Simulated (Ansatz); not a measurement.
# Tin, dhcp under RPBE: structure, energy and stiffness, part 2 of 2

What does RPBE give for tin in the dhcp structure? We relax it, solve it on a dense k-mesh, then scale the cell to 7 volumes from 88 to 112 % of the relaxed one and try a fit of the equation of state. Spin polarisation is left out. The k-meshes are 11×11×3 for the relaxation; 14×14×4 for the dense run; 12×12×4 for the volumes.

Ansatz 0.2.0; DFT, RPBE, plane waves (420 eV) with PAW, scalar-relativistic. Earlier steps stand in the parts before.

### Step 6. Equation of state: 96 %

The input, input.yaml:

```yaml
crystal:
  lattice:
    - [3.3779135848, 0.0, 0.0]
    - [-1.6889567924, 2.9253589762, 0.0]
    - [0.0, 0.0, 11.1499647278]
  atoms:
    - { symbol: Sn, position: [0.0, 0.0, 1.0] }
    - { symbol: Sn, position: [0.0, 0.0, 0.5] }
    - { symbol: Sn, position: [0.3333333333, 0.6666666667, 0.25] }
    - { symbol: Sn, position: [0.6666666667, 0.3333333333, 0.75] }
hamiltonian:
  xc: rpbe
  pseudopotentials:
    kind: paw
    azcp:
      Sn: "pseudopotentials/Sn.paw.azcp"
basis:
  ecutwfc: 420
  fft_grid_basis: typed
kpoints:
  mp_grid: { grid: [12, 12, 4], shift: [0, 0, 0] }
magnetization:
  spin_polarized: false
scf:
  occupations: { method: fermi_dirac, width: 0.1 }
  lower_state_search: "off"
output:
  stress: true
  write_density: true
  write_potential: true
  elf: true
  volumetric_format: npy
```

Log, shortened:

```text
Warning: RAYON_NUM_THREADS=2 ignored (pool sized by the plan → 2); use --threads N
[...]
Pseudopotentials: kind: paw
Pseudopotential: Sn, paw, valence charge 14, recommended cutoff 420 eV (normal), <dir>
Functional definition: RPBE
[...]
Crystal: 4 atoms, lattice volume = 110.180 Å³
Basis set: ecut = 420 eV, 2173 PW (Γ)
Bands: 34, of which v1, the nominal top of the filled ones, is band 28 counted from 1 (27 counted from 0)
Symmetry: 24 space group operations
Space group: P63/mmc (ITA 194), of the structure as read, at distance tolerance 4.8e-5 Å
k-points: 57 of 576
[...]
SCF iter   1: F=—  HF=-24130.808368 eV  |F-HF|=—  |Δ(HF+E_count)|=         —  Δρ=2.97e-3  dr2=5.41e-3  ethr=1.77e-3  ⟨swp⟩=6.9  Hψ=8337  notcnv=0
[...]
SCF iter   6: F=-24130.805004 eV  HF=-24130.805004 eV  |F-HF|=3.22e-9  |Δ(HF+E_count)|=   2.57e-8  Δρ=2.21e-6  dr2=8.95e-9  ethr=1.79e-10  ⟨swp⟩=10.7  Hψ=14478  notcnv=0
[...]
SCF converged after 6 iterations
Free energy (F): -24130.805004 eV
[...]
E sigma→0 (E₀):  -24130.762415 eV
Entropy (-TS):   -0.085178 eV (-21.295 meV/atom)
Fermi energy:    10.806598 eV
[...]
--- Stress (GPa, compression-positive) ---
        2.188525       0.000000       0.000000
        0.000000       2.188525       0.000000
        0.000000       0.000000       1.991210
  P = ⅓ Tr σ = 2.1228 GPa (21.228 kbar)
--- Band table (eV; the first three rows and the last of 57) ---
[...]
```

Wall time 6.5 s (2 threads of an Arm CPU, shared host); peak memory 0.45 GiB.

Density in a lattice plane of the grid's cell (edges 3.38 and 11.15 Å, at 0.000 of the third edge), which holds Sn.

Values in e/Å³, 12 rows by 6 columns:
```
 0.76  0.39  0.15  0.10  0.15  0.39
 0.10  0.11  0.15  0.18  0.15  0.11
 0.10  0.15  0.33  0.55  0.33  0.15
 0.10  0.11  0.15  0.18  0.15  0.11
 0.76  0.39  0.15  0.10  0.15  0.39
16.56  4.13  0.35  0.15  0.35  4.13
 0.76  0.39  0.15  0.10  0.15  0.39
 0.10  0.11  0.15  0.18  0.15  0.11
 0.10  0.15  0.33  0.55  0.33  0.15
 0.10  0.11  0.15  0.18  0.15  0.11
 0.76  0.39  0.15  0.10  0.15  0.39
16.56  4.13  0.35  0.15  0.35  4.13
```
Columns run along the first of these edges and rows up along the second, over one cell in 6 and 12 even steps from the bottom left corner. Atoms in the plane (fractional): Sn at (0.00, 0.00), Sn at (0.00, 0.50).

ELF in the same plane.

Values, 12 rows by 6 columns:
```
0.33 0.34 0.33 0.23 0.33 0.34
0.24 0.26 0.33 0.35 0.33 0.26
0.22 0.32 0.33 0.34 0.33 0.32
0.24 0.26 0.33 0.35 0.33 0.26
0.33 0.34 0.33 0.23 0.33 0.34
0.00 0.13 0.34 0.32 0.34 0.13
0.33 0.34 0.33 0.23 0.33 0.34
0.24 0.26 0.33 0.35 0.33 0.26
0.22 0.32 0.33 0.34 0.33 0.32
0.24 0.26 0.33 0.35 0.33 0.26
0.33 0.34 0.33 0.23 0.33 0.34
0.00 0.13 0.34 0.32 0.34 0.13
```
Columns run along the first of these edges and rows up along the second, over one cell in 6 and 12 even steps from the bottom left corner. Atoms in the plane (fractional): Sn at (0.00, 0.00), Sn at (0.00, 0.50).

Both are smooth fields of the valence electrons: close to the nuclei they are not physical.

### Step 7. Equation of state: 100 %

Edit input.yaml of step 6 so:

```diff
@@ -2,5 +2,5 @@
   lattice:
-    - [3.3779135848, 0.0, 0.0]
-    - [-1.6889567924, 2.9253589762, 0.0]
-    - [0.0, 0.0, 11.1499647278]
+    - [3.4241921244, 0.0, 0.0]
+    - [-1.7120960622, 2.9654373671, 0.0]
+    - [0.0, 0.0, 11.302722953]
   atoms:
```

Log, shortened:

```text
Warning: RAYON_NUM_THREADS=2 ignored (pool sized by the plan → 2); use --threads N
[...]
[... 3 set-up lines as earlier in the session ...]
[...]
Crystal: 4 atoms, lattice volume = 114.770 Å³
Basis set: ecut = 420 eV, 2221 PW (Γ)
Bands: 34, of which v1, the nominal top of the filled ones, is band 28 counted from 1 (27 counted from 0)
[... 2 set-up lines as earlier in the session ...]
k-points: 57 of 576
[...]
SCF iter   1: F=—  HF=-24130.841120 eV  |F-HF|=—  |Δ(HF+E_count)|=         —  Δρ=2.59e-3  dr2=4.18e-3  ethr=1.77e-3  ⟨swp⟩=6.9  Hψ=8297  notcnv=0
[...]
SCF iter   6: F=-24130.837144 eV  HF=-24130.837144 eV  |F-HF|=6.45e-9  |Δ(HF+E_count)|=   4.04e-9  Δρ=3.15e-6  dr2=1.50e-8  ethr=1.49e-10  ⟨swp⟩=8.1  Hψ=13486  notcnv=0
[...]
SCF converged after 6 iterations
Free energy (F): -24130.837144 eV
[...]
E sigma→0 (E₀):  -24130.794791 eV
Entropy (-TS):   -0.084706 eV (-21.176 meV/atom)
Fermi energy:    10.223183 eV
[...]
--- Stress (GPa, compression-positive) ---
        0.237724       0.000000       0.000000
        0.000000       0.237724       0.000000
        0.000000       0.000000       0.100744
  P = ⅓ Tr σ = 0.1921 GPa (1.921 kbar)
--- Band table (eV; the first three rows and the last of 57) ---
[...]
```

Wall time 6.6 s (2 threads of an Arm CPU, shared host); peak memory 0.45 GiB.

### Step 8. Equation of state: 104 %

Edit input.yaml of step 7 so:

```diff
@@ -2,5 +2,5 @@
   lattice:
-    - [3.4241921244, 0.0, 0.0]
-    - [-1.7120960622, 2.9654373671, 0.0]
-    - [0.0, 0.0, 11.302722953]
+    - [3.4692524513, 0.0, 0.0]
+    - [-1.7346262256, 3.004460755, 0.0]
+    - [0.0, 0.0, 11.4514600487]
   atoms:
@@ -28,5 +28 @@
   stress: true
-  write_density: true
-  write_potential: true
-  elf: true
-  volumetric_format: npy
```

Log, shortened:

```text
Warning: RAYON_NUM_THREADS=2 ignored (pool sized by the plan → 2); use --threads N
[...]
[... 3 set-up lines as earlier in the session ...]
[...]
Crystal: 4 atoms, lattice volume = 119.361 Å³
Basis set: ecut = 420 eV, 2313 PW (Γ)
Bands: 32, of which v1, the nominal top of the filled ones, is band 28 counted from 1 (27 counted from 0)
[... 2 set-up lines as earlier in the session ...]
k-points: 57 of 576
[...]
SCF iter   1: F=—  HF=-24130.823329 eV  |F-HF|=—  |Δ(HF+E_count)|=         —  Δρ=2.53e-3  dr2=4.10e-3  ethr=1.77e-3  ⟨swp⟩=7.4  Hψ=16384  notcnv=0  defer=1
[...]
SCF iter   6: F=-24130.819691 eV  HF=-24130.819691 eV  |F-HF|=4.57e-9  |Δ(HF+E_count)|=   1.70e-9  Δρ=3.18e-6  dr2=1.79e-8  ethr=1.79e-10  ⟨swp⟩=4.1  Hψ=5986  notcnv=0
[...]
SCF converged after 6 iterations
Free energy (F): -24130.819691 eV
[...]
E sigma→0 (E₀):  -24130.777541 eV
Entropy (-TS):   -0.084300 eV (-21.075 meV/atom)
Fermi energy:    9.686544 eV
[...]
--- Stress (GPa, compression-positive) ---
       -1.319911      -0.000000      -0.000000
       -0.000000      -1.319911      -0.000000
       -0.000000      -0.000000      -1.420324
  P = ⅓ Tr σ = -1.3534 GPa (-13.534 kbar)
```

Wall time 6.1 s (2 threads of an Arm CPU, shared host); peak memory 0.47 GiB.

### Step 9. Equation of state: 108 %

Edit input.yaml of step 8 so:

```diff
@@ -2,5 +2,5 @@
   lattice:
-    - [3.4692524513, 0.0, 0.0]
-    - [-1.7346262256, 3.004460755, 0.0]
-    - [0.0, 0.0, 11.4514600487]
+    - [3.5131717017, 0.0, 0.0]
+    - [-1.7565858508, 3.0424959415, 0.0]
+    - [0.0, 0.0, 11.596430629]
   atoms:
```

Log, shortened:

```text
Warning: RAYON_NUM_THREADS=2 ignored (pool sized by the plan → 2); use --threads N
[...]
[... 3 set-up lines as earlier in the session ...]
[...]
Crystal: 4 atoms, lattice volume = 123.952 Å³
Basis set: ecut = 420 eV, 2385 PW (Γ)
Bands: 32, of which v1, the nominal top of the filled ones, is band 28 counted from 1 (27 counted from 0)
[... 1 set-up line as earlier in the session ...]
Space group: P63/mmc (ITA 194), of the structure as read, at distance tolerance 5.0e-5 Å
k-points: 57 of 576
[...]
SCF iter   1: F=—  HF=-24130.766038 eV  |F-HF|=—  |Δ(HF+E_count)|=         —  Δρ=2.52e-3  dr2=4.24e-3  ethr=1.77e-3  ⟨swp⟩=7.5  Hψ=16388  notcnv=0
[...]
SCF iter   6: F=-24130.762562 eV  HF=-24130.762563 eV  |F-HF|=4.47e-9  |Δ(HF+E_count)|=   2.22e-9  Δρ=3.66e-6  dr2=2.28e-8  ethr=1.79e-10  ⟨swp⟩=4.2  Hψ=5990  notcnv=0
[...]
SCF converged after 6 iterations
Free energy (F): -24130.762562 eV
[...]
E sigma→0 (E₀):  -24130.720329 eV
Entropy (-TS):   -0.084467 eV (-21.117 meV/atom)
Fermi energy:    9.190673 eV
[...]
--- Stress (GPa, compression-positive) ---
       -2.562644       0.000000       0.000000
        0.000000      -2.562644      -0.000000
        0.000000      -0.000000      -2.636567
  P = ⅓ Tr σ = -2.5873 GPa (-25.873 kbar)
```

It took 6.6 s on 2 threads of an Arm CPU, shared host; peak memory 0.47 GiB.

### Step 10. Equation of state: 112 %

Edit input.yaml of step 9 so:

```diff
@@ -2,5 +2,5 @@
   lattice:
-    - [3.5131717017, 0.0, 0.0]
-    - [-1.7565858508, 3.0424959415, 0.0]
-    - [0.0, 0.0, 11.596430629]
+    - [3.5560194819, 0.0, 0.0]
+    - [-1.7780097409, 3.0796032077, 0.0]
+    - [0.0, 0.0, 11.7378644537]
   atoms:
@@ -28 +28,5 @@
   stress: true
+  write_density: true
+  write_potential: true
+  elf: true
+  volumetric_format: npy
```

Log, shortened:

```text
Warning: RAYON_NUM_THREADS=2 ignored (pool sized by the plan → 2); use --threads N
[...]
[... 3 set-up lines as earlier in the session ...]
[...]
Crystal: 4 atoms, lattice volume = 128.543 Å³
Basis set: ecut = 420 eV, 2457 PW (Γ)
Bands: 34, of which v1, the nominal top of the filled ones, is band 28 counted from 1 (27 counted from 0)
[... 2 set-up lines as earlier in the session ...]
k-points: 57 of 576
[...]
SCF iter   1: F=—  HF=-24130.677314 eV  |F-HF|=—  |Δ(HF+E_count)|=         —  Δρ=2.51e-3  dr2=4.53e-3  ethr=1.77e-3  ⟨swp⟩=6.9  Hψ=8205  notcnv=0
[...]
SCF iter   6: F=-24130.673842 eV  HF=-24130.673842 eV  |F-HF|=1.03e-8  |Δ(HF+E_count)|=   1.07e-8  Δρ=4.64e-6  dr2=3.21e-8  ethr=1.79e-10  ⟨swp⟩=11.1  Hψ=13109  notcnv=0
[...]
SCF converged after 6 iterations
Free energy (F): -24130.673842 eV
[...]
E sigma→0 (E₀):  -24130.631260 eV
Entropy (-TS):   -0.085165 eV (-21.291 meV/atom)
Fermi energy:    8.730438 eV
[...]
--- Stress (GPa, compression-positive) ---
       -3.551782      -0.000000       0.000000
        0.000000      -3.551782       0.000000
        0.000000       0.000000      -3.600664
  P = ⅓ Tr σ = -3.5681 GPa (-35.681 kbar)
--- Band table (eV; the first three rows and the last of 57) ---
[...]
```

It took 7.8 s on 2 threads of an Arm CPU, shared host; peak memory 0.47 GiB.

### Step 11. Energy and pressure against volume

The cell was scaled evenly, with its shape and the fractional positions fixed.

```
V (Å³/atom)  E − E₀ (meV/atom)  P from the stress (GPa)  P from the fit (GPa)
     25.249               74.5                     7.58                  7.54
     26.397               31.7                     4.54                  4.53
     27.545                8.2                     2.12                  2.13
     28.693                0.1                     0.19                  0.20
     29.840                4.4                    -1.35                 -1.35
     30.988               18.7                    -2.59                 -2.59
     32.136               41.0                    -3.57                 -3.59
```

A third-order Birch-Murnaghan fit gives V₀ = 28.827 Å³/atom, B₀ = 42 GPa and B₀′ = 4.5; it misses no point by more than 0.01 meV/atom.

### Step 12. Summary of results

This closing draws on all 2 parts.

```
                      quantity                                    value
space group (spins left aside)                       P6_3/mmc (No. 194)
             conventional cell  a = 3.424 Å, c = 11.303 Å (c/a = 3.301)
                        volume                           28.693 Å³/atom
             shortest distance                                  3.424 Å
               gap on the mesh             none (levels filled in part)
relative to alpha-Sn (diamond)                             +98 meV/atom
                   V₀, B₀, B₀′              28.827 Å³/atom, 42 GPa, 4.5
```

In words: From the guessed start the volume grew by 2.3 % in 4 steps. It lies 98 meV/atom above the element's reference form at the same level (alpha-Sn (diamond), from a run of its own). No gap shows: it is a metal or semimetal at this level. B₀ comes out at 42 GPa; letting shape and positions relax at each volume could only lower it. The symmetry was held, so the structure may be unstable against distortions that break it.
